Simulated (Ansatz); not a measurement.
# GaP (F-43m) in Ansatz: further runs

One crystal, GaP, is run at these levels: PBEsol; tasks: Born charges and dielectric tensor, phonons, elastic constants.

Program: Ansatz 0.2.0. These are calculated values, not measurements. Logs are shortened: lines on timing, memory, paths and dates and some standing lists are left out, and cuts for length are marked.

**The experiment to reproduce.**

“Stacking defects in GaP nanowires: Electronic structure and optical properties”, 2018, arxiv:1810.01194 quotes, for a bulk crystal of GaP at 10 K: band gap 2.34 eV (indirect).

The runs below are set against these values where they give the same quantity.

**1. Starting point**

It takes space group F-43m (No. 216, cubic). Conventional cell: a = 5.451 Å, b = 5.451 Å, c = 5.451 Å, α = 90.00°, β = 90.00°, γ = 90.00°. Ga (site symmetry -43m) has 4 P at 2.36 Å as nearest neighbours. Around P (site symmetry -43m) lie 4 Ga at 2.36 Å.

**2. Born charges and dielectric tensor, PBEsol**

input.yaml

```yaml
crystal:
  lattice:
    - [0.0, 2.72525, 2.72525]
    - [2.72525, 0.0, 2.72525]
    - [2.72525, 2.72525, 0.0]
  atoms:
    - { symbol: Ga, position: [0.0, 0.0, 0.0] }
    - { symbol: P, position: [0.75, 0.75, 0.75] }
hamiltonian:
  xc: pbesol
  pseudopotentials: { kind: paw }
kpoints:
  mp_grid: { grid: [8, 8, 8] }
scf:
  occupations: { method: fixed }
output:
  eigenvalues: true
dielectric:
  method: response
```

Potentials or basis: Ansatz PAW.

Command:

```bash
$ ansatz run input.yaml --threads 2 --pin off --max-ram 5632MiB --backend cpu --events-out ev --progress --plain --runs-dir out
```

Log:

```text
Warning: RAYON_NUM_THREADS=2 ignored (pool sized by the plan → 2); use --threads N
Engine: ansatz 0.2.0, aarch64-unknown-linux-gnu
Pseudopotentials: kind: paw
Pseudopotential: Ga, paw, valence charge 13, recommended cutoff 420 eV (normal), Ga.paw.azcp
Pseudopotential: P, paw, valence charge 5, recommended cutoff 420 eV (normal), P.paw.azcp
Functional definition: PBEsol
  exchange = pbesol_x
  correlation = pbesol_c
Crystal: 2 atoms, lattice volume = 40.481 Å³
Basis set: ecut = 420 eV, 749 PW (Γ), exchange–correlation on 54×54×54 points (8 copies of the dense FFT grid, shifted against one another)
Bands: 13, of which v1, the nominal top of the filled ones, is band 9 counted from 1 (8 counted from 0)
Symmetry: 24 space group operations
k-points: 95 of 512 (irreducible under 4 space group operations, time reversal used)
Non-local potential: Ga, projectors of the file, l = 0: 2, l = 1: 2, l = 2: 3, l = 3: 1
Non-local potential: P, projectors of the file, l = 0: 2, l = 1: 2, l = 2: 2
PAW form: soft (Blöchl's): semilocal exchange-correlation on the pseudo side does not see the compensation charge
PAW frozen core: Ga, regenerated for the run's functional, and the local potential with it (the file was generated under x = pbe(κ = 0.804, μ = 0.2195149727645171), c = pbe(β = 0.06672455060314922))
PAW frozen core: P, regenerated for the run's functional, and the local potential with it (the file was generated under x = pbe(κ = 0.804, μ = 0.2195149727645171), c = pbe(β = 0.06672455060314922))
PAW one-centre angular grid: Ga, 590 points (default); XC on 64 Gauss nodes
PAW one-centre angular grid: P, 110 points (default); XC on 64 Gauss nodes
Initial density: superposition of atomic densities (neutral atoms: chi_scale 0, normalization atom), corrected by the library's trained network
Initial wavefunctions: pseudopotential atomic-orbital guess
Functional: x = pbesol(κ = 0.804, μ = 0.12345679012345678), c = pbesol(β = 0.046)
SCF iter   1: F=—  HF=-4484.059312 eV  |F-HF|=—  |Δ(HF+E_count)|=         —  Δρ=4.45e-3  dr2=1.31e-2  ethr=1.77e-3  ⟨swp⟩=5.0  Hψ=6521  notcnv=0  defer=172
preconditioner: auto → none  [insulator: Δε(μ)=1.452 eV  Ē_g=15.434 eV  n_scr=14 (ndim 8)  ℏωp=24.8 eV  f_vac=0.011  ε∞_Penn≈3.6]
SCF iter   2: F=—  HF=-4484.054487 eV  |F-HF|=—  |Δ(HF+E_count)|=   4.83e-3  Δρ=1.70e-3  dr2=9.48e-4  ethr=7.26e-5  ⟨swp⟩=2.7  Hψ=2544  notcnv=0  defer=187
SCF iter   3: F=—  HF=-4484.054329 eV  |F-HF|=—  |Δ(HF+E_count)|=   1.59e-4  Δρ=5.07e-4  dr2=1.17e-4  ethr=5.27e-6  ⟨swp⟩=2.8  Hψ=2401  notcnv=0  defer=185
SCF iter   4: F=—  HF=-4484.054302 eV  |F-HF|=—  |Δ(HF+E_count)|=   2.62e-5  Δρ=2.51e-4  dr2=1.77e-5  ethr=6.51e-7  ⟨swp⟩=2.0  Hψ=2268  notcnv=0  defer=176
SCF iter   5: F=—  HF=-4484.054312 eV  |F-HF|=—  |Δ(HF+E_count)|=   9.23e-6  Δρ=3.80e-5  dr2=3.19e-7  ethr=9.82e-8  ⟨swp⟩=2.0  Hψ=1532  notcnv=0  defer=162
SCF iter   6: F=—  HF=-4484.054310 eV  |F-HF|=—  |Δ(HF+E_count)|=   1.38e-6  Δρ=8.01e-6  dr2=1.52e-8  ethr=1.77e-9  ⟨swp⟩=2.3  Hψ=2190  notcnv=0  defer=164
SCF iter   7: F=—  HF=-4484.054310 eV  |F-HF|=—  |Δ(HF+E_count)|=   6.61e-9  Δρ=1.26e-6  dr2=3.52e-10  ethr=8.43e-11  ⟨swp⟩=2.1  Hψ=2088  notcnv=0  defer=163
SCF iter   8: F=-4484.054310 eV  HF=-4484.054310 eV  |F-HF|=0.00e0  |Δ(HF+E_count)|=  7.46e-11  Δρ=1.19e-7  dr2=3.87e-12  ethr=1.00e-12  ⟨swp⟩=6.9  Hψ=5691  notcnv=0
SCF 1 converged in 8 iterations: F = -4484.054310 eV  dr2 = 3.87e-12
DFPT response loops at Γ: preconditioner auto → none (the input reference at scf.mixing.eps_inf says where Resta's filter doesn't serve); β = 0.50; Broyden in place of MSR1
── the response to a field inside a basis, on 10×10×10 k-points: an SCF that follows is theirs, and a resumed run solves both again ──
Bands: 10, of which v1, the nominal top of the filled ones, is band 9 counted from 1 (8 counted from 0)
k-points: 110
Initial density: handed on by an earlier stage of this run
Initial wavefunctions: pseudopotential atomic-orbital guess (no wavefunctions were taken with the density)
Eigensolver: Dense (110 Hₖ)
SCF iter   1: F=—  HF=-4484.055799 eV  |F-HF|=—  |Δ(HF+E_count)|=         —  Δρ=1.74e-4  dr2=9.50e-6  ethr=1.00e-1
preconditioner: auto → none  [insulator: Δε(μ)=1.585 eV  Ē_g=13.110 eV  n_scr=14 (ndim 8)  ℏωp=24.8 eV  f_vac=0.005  ε∞_Penn≈4.6]
SCF iter   2: F=—  HF=-4484.055796 eV  |F-HF|=—  |Δ(HF+E_count)|=   2.77e-6  Δρ=1.23e-4  dr2=2.63e-6  ethr=5.28e-8
SCF iter   3: F=—  HF=-4484.055796 eV  |F-HF|=—  |Δ(HF+E_count)|=   3.97e-7  Δρ=1.53e-5  dr2=6.96e-8  ethr=1.46e-8
SCF iter   4: F=-4484.055796 eV  HF=-4484.055796 eV  |F-HF|=4.42e-8  |Δ(HF+E_count)|=   7.48e-8  Δρ=8.35e-6  dr2=2.75e-8  ethr=3.87e-10
SCF 1 converged in 4 iterations: F = -4484.055796 eV  dr2 = 2.75e-8
DFPT response loops at Γ: mixed as the last ones told, above
SCF converged after 8 iterations
Free energy (F): -4484.054310 eV
Harris-Foulkes:  -4484.054310 eV  (|F-HF|=0.00e0)
Internal energy: -4484.054310 eV  (E = F + TS)
E sigma→0 (E₀):  -4484.054310 eV
Fermi energy:    6.995079 eV
--- Per-component energies (eV) ---
  E_band       = -60.313678
  E_kinetic    = 186.086006
  E_local      = -2201.763267  (includes V_loc(G=0)·N_el)
  E_nonlocal   = 460.094559
  E_hartree    = 1016.594094
  E_xc         = -129.647972
  E_vxc        = -118.981307  (∫ρ·V_xc dr)
  E_paw        = -2503.681754  (= ΣΔE_a)
  E_vpaw       = -418.937680  (= ΣTr[D̂ρ^β])
  E_aug_tail   = -0.000107  (compensation charges beyond the density's cutoff)
  E_ewald      = -1312.644944
  E_core_change = 0.909074  (= ΣΔE_core)
  E_smearing   = -0.000000  (= −TS)
  E_closure    = 0.000000  (closes the sum)
  Σ components = -4484.054310   (vs F -4484.054310, Δ=0.00e0)
--- Band table (eV; the first three rows and the last of 95) ---
  k-point 0: bands = ["-7.5593", "-7.5593", "-7.5593", "-7.4593", "-7.4593", "-5.5251", "6.9951", "6.9951", "6.9951", "8.7388", "10.8129", "10.8129", "10.8129"]
  k-point 1: bands = ["-7.5731", "-7.5546", "-7.5546", "-7.4593", "-7.4593", "-5.3217", "5.3421", "6.7615", "6.7615", "9.3734", "11.1655", "11.1655", "11.3817"]
  k-point 2: bands = ["-7.6033", "-7.5445", "-7.5445", "-7.4581", "-7.4581", "-4.7448", "3.0821", "6.3243", "6.3243", "9.0667", "11.6702", "11.6702", "13.2447"]
  k-point 94: bands = ["-7.6575", "-7.5208", "-7.4992", "-7.4748", "-7.4505", "-2.4333", "0.4016", "3.3677", "3.5190", "11.5908", "11.8194", "13.0037", "13.0160"]
--- Dielectric response (ions clamped): 3 representative field directions + reference, inside a basis on a mesh of 1000 k-points (Σ response iterations 15) ---
  ε∞ (high-frequency dielectric tensor):
       10.684026    -0.000000     0.000000
       -0.000000    10.684026     0.000000
        0.000000     0.000000    10.684026
  Born effective charges Z* (e; rows j = field, columns β = displacement):
    site 0:
         2.12130    0.00000    0.00000
        -0.00000    2.12130    0.00000
        -0.00000    0.00000    2.12130
    site 1:
        -2.12130   -0.00000   -0.00000
         0.00000   -2.12130   -0.00000
         0.00000   -0.00000   -2.12130
  Z* charge neutrality: 5.107e-5 e pre-enforcement
  solved inside a basis spanned on kpoints, on 10×10×10 k-points transformed towards the longest dipole: ε∞ is read to err by 2.9e-2, Z* by 1.4e-2 e (field_mesh: kpoints solves on kpoints); Z* is corrected for what the basis lacks
```

Wall time 23 s (2 threads of Arm Neoverse V1, shared host); peak memory 0.51 GiB.

What came out:

```
Free energy                             : -4484.0543 eV
Band gap on the k mesh                  : 1.51 eV, indirect (least direct gap 1.74 eV)
Electronic dielectric tensor (diagonal) : 10.68
Born charges (mean of the diagonal)     : Ga +2.12; P -2.12 e
```

Electronic dielectric tensor:
```
10.68  0.00  0.00
 0.00 10.68  0.00
 0.00  0.00 10.68
```

Born effective charge tensors (e):
atom 1, Ga
```
2.12 0.00 0.00
0.00 2.12 0.00
0.00 0.00 2.12
```
atom 2, P
```
-2.12  0.00  0.00
 0.00 -2.12  0.00
 0.00  0.00 -2.12
```

[end of part 1 of 2]
